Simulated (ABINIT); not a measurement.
A run of ABINIT 10.8.3 (patched build) is set up as follows.

Contents of run.abi:

```
# Datasets: one volume each
ndtset 7
getwfk -1
scalecart1 3*0.9795861087
scalecart2 3*0.9864848297
scalecart3 3*0.9932883884
scalecart4 3*1.0000000000
scalecart5 3*1.0066227096
scalecart6 3*1.0131594038
scalecart7 3*1.0196128224

# Pseudopotentials
pp_dirpath "./"
pseudos "C.upf"

# Structure
acell 3*1.0
rprim
     0.0000000000     3.3700808789     3.3700808789
     3.3700808789     0.0000000000     3.3700808789
     3.3700808789     3.3700808789     0.0000000000
ntypat 1
znucl 6
natom 2
typat 1 1
xred
     0.7500000000     0.7500000000     0.7500000000
     0.5000000000     0.5000000000     0.5000000000

# Plane-wave basis
ecut 1115.666836 eV

# k points
kptopt 1
ngkpt 13 13 13
nshiftk 1
shiftk 0.0 0.0 0.0

# Exchange and correlation
ixc 1

# Bands and occupations
nband 8
occopt 3
tsmear 0.05 eV

# SCF cycle
nstep 100
tolvrs 1.0e-10

# Output
iomode 3
prtwf 1
prtden 0
prteig 0
prtebands 0
```

Potentials or basis: PseudoDojo NC SR LDA v0.4.1 standard.

Run with:

```sh
$ abinit run.abi > log 2>&1
```

Question: What does it give for the equilibrium volume?

Answer: 5.54 Å³/atom.

Question: What does it give for the pressure derivative of the bulk modulus?

Answer: 3.7.

Energy against volume, from the lowest point:
```csv
volume (Å³/atom),energy (meV/atom)
5.332,11.45
5.445,2.09
5.558,0.00
5.672,4.54
5.785,15.09
5.899,31.11
6.012,52.10
```

Caveat: pressures at fixed basis lie under the slope of the energies.

**The experiment to reproduce.**

From “Equation of state of cubic boron nitride at high pressures and temperatures”, 2007, arxiv:cond-mat/0702656, for a bulk crystal of C: bulk modulus 442 ± 5 GPa.

Against the measured bulk modulus of C, 442 GPa (quoted in “Equation of state of cubic boron nitride at high pressures and temperatures”, 2007, arxiv:cond-mat/0702656), the calculated 464 GPa is off by +5.1 %. 3 values of this kind are on record (442 to 444.8 GPa); this one was drawn at random among those near their median, those with a stated uncertainty first. The fit is for a static lattice scaled at fixed shape and fixed fractional positions. The cell as given is a measured one (5.67 Å³/atom); LDA-Teter puts the equilibrium volume -2.4 % from it, thermal expansion not counted.
